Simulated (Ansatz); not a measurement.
# SnO2: energies, forces and stress near the listed structure

A set of self-consistent runs on SnO2 under moves of single atoms, further strains and shifts, swapped elements, distortions that keep the symmetry, to map its energy surface near the listed cell.

Method: DFT PBE, scalar-relativistic, plane waves, PAW, in Ansatz 0.2.0.

**1. Starting point**

It takes space group R-3m (No. 166, trigonal). Conventional cell: a = 3.234 Å, b = 3.234 Å, c = 14.402 Å, α = 90.00°, β = 90.00°, γ = 120.00°. Around Sn (site symmetry -3m) lie 6 O at 2.13 Å. Around O (site symmetry 3m) lie 3 Sn at 2.13 Å.

Structure file:

```xyz
3
Lattice="1.6171 0.9336 4.8006 -1.6171 0.9336 4.8006 0.0000 -1.8673 4.8006" Properties=species:S:1:pos:R:3 pbc="T T T"
Sn    0.0000    0.0000    7.2009
O     0.0000    0.0000    3.4157
O     0.0000    0.0000   10.9861
```

The structure comes from the Materials Project (structure only).

**2. A change within a subgroup**

Against the listed cell: strain xx, yy, zz, yz, xz, xy = +0.3, +0.3, -2.7, +0.0, +0.0, +0.0 %; atoms moved by 0.03 Å root mean square, at most 0.04 Å.

input.yaml reads:

```yaml
crystal:
  lattice:
    - [1.6214915684, 0.9361685935, 4.6696324183]
    - [-1.6214915684, 0.9361685935, 4.6696324183]
    - [0.0, -1.872337187, 4.6696324183]
  atoms:
    - { symbol: Sn, position: [0.4990497669, 0.4990497669, 0.4990497669] }
    - { symbol: O, position: [0.2400599876, 0.2400599876, 0.2400599876] }
    - { symbol: O, position: [0.7608902455, 0.7608902455, 0.7608902455] }
basis:
  ecutwfc: 420
kpoints:
  mp_grid: { grid: [12, 12, 12] }
hamiltonian:
  xc: pbe
scf:
  occupations: { method: gaussian, width: 0.02 }
output:
  forces: true
  stress: true
  eigenvalues: true
```

**3. Substitution of an element, cell strained: O → Se, first probe**

input.yaml reads:

```yaml
crystal:
  lattice:
    - [2.1003446924, 1.2126345736, 5.6998367525]
    - [-2.1003446924, 1.2126345736, 5.6998367525]
    - [0.0, -2.4252691472, 5.6998367525]
  atoms:
    - { symbol: Sn, position: [0.5, 0.5, 0.5] }
    - { symbol: Se, position: [0.2159096929, 0.2159096929, 0.2159096929] }
    - { symbol: Se, position: [0.7840903071, 0.7840903071, 0.7840903071] }
basis:
  ecutwfc: 420
kpoints:
  mp_grid: { grid: [6, 6, 6] }
hamiltonian:
  xc: pbe
scf:
  occupations: { method: gaussian, width: 0.1 }
output:
  forces: true
  stress: true
  eigenvalues: true
```

**4. One element swapped, cell strained: O → Se**

input.yaml, as its differences from that of step 3:

```diff
@@ -12,3 +12,3 @@
 kpoints:
-  mp_grid: { grid: [6, 6, 6] }
+  mp_grid: { grid: [12, 12, 12] }
 hamiltonian:
```

**5. A distortion that keeps the symmetry**

input.yaml reads:

```yaml
crystal:
  lattice:
    - [1.5855112474, 0.9153953455, 5.1388903434]
    - [-1.5855112474, 0.9153953455, 5.1388903434]
    - [0.0, -1.8307906911, 5.1388903434]
  atoms:
    - { symbol: Sn, position: [0.5, 0.5, 0.5] }
    - { symbol: O, position: [0.2320675263, 0.2320675263, 0.2320675263] }
    - { symbol: O, position: [0.7679324737, 0.7679324737, 0.7679324737] }
basis:
  ecutwfc: 420
kpoints:
  mp_grid: { grid: [12, 12, 12] }
hamiltonian:
  xc: pbe
scf:
  occupations: { method: gaussian, width: 0.02 }
output:
  forces: true
  stress: true
  eigenvalues: true
```

**6. A single atom displaced**

input.yaml reads:

```yaml
crystal:
  lattice:
    - [1.6170930752, 0.9336291223, 4.800592584]
    - [-1.6170930752, 0.9336291223, 4.800592584]
    - [0.0, -1.8672582446, 4.800592584]
  atoms:
    - { symbol: Sn, position: [0.4845632125, 0.5093360599, 0.502390769] }
    - { symbol: O, position: [0.23717, 0.23717, 0.23717] }
    - { symbol: O, position: [0.76283, 0.76283, 0.76283] }
basis:
  ecutwfc: 420
kpoints:
  mp_grid: { grid: [12, 12, 12] }
hamiltonian:
  xc: pbe
scf:
  occupations: { method: gaussian, width: 0.02 }
output:
  forces: true
  stress: true
  eigenvalues: true
  populations: true
```

**7. A distortion that keeps the symmetry**

input.yaml reads:

```yaml
crystal:
  lattice:
    - [1.6473650576, 0.9511066595, 5.3225130097]
    - [-1.6473650576, 0.9511066595, 5.3225130097]
    - [0.0, -1.9022133189, 5.3225130097]
  atoms:
    - { symbol: Sn, position: [0.5, 0.5, 0.5] }
    - { symbol: O, position: [0.2422724737, 0.2422724737, 0.2422724737] }
    - { symbol: O, position: [0.7577275263, 0.7577275263, 0.7577275263] }
basis:
  ecutwfc: 420
kpoints:
  mp_grid: { grid: [12, 12, 12] }
hamiltonian:
  xc: pbe
scf:
  occupations: { method: gaussian, width: 0.02 }
output:
  forces: true
  stress: true
  eigenvalues: true
```

**Question.** What will these runs give? Wanted: for each run, case; energy; pressure; largest force.

The runs gave:

| step | case | energy (meV/atom) | pressure (GPa) | largest force (eV/Å) | gap on the mesh (eV) |
| --- | --- | --- | --- | --- | --- |
| 2 | a change within a subgroup | +0.0 | -1.7 | 0.47 | 1.78 |
| 4 | one element swapped, cell strained: O → Se | n/a | 17.2 | 3.28 | 0.00 |
| 5 | a distortion that keeps the symmetry | +10.9 | 6.7 | 0.41 | 2.51 |
| 6 | a single atom displaced | +1.0 | -0.4 | 0.64 | 1.93 |
| 7 | a distortion that keeps the symmetry | +198.5 | -15.1 | 2.41 | 1.57 |

Energies are counted from step 2, with the smearing taken to zero. Other atoms or functionals have another zero of energy (n/a). A gap of 0.00 means none on the mesh at this level.

In words: Among the distorted cells of the listed formula and level the largest force, 2.41 eV/Å, comes in step 7, shared by 2 atoms. Among the distorted cells of the listed formula and level the gap runs from 1.57 eV to 2.51 eV.

The gaps are Kohn-Sham values of a semilocal functional, not quasiparticle or optical gaps. Such gaps usually fall short of the measured ones.
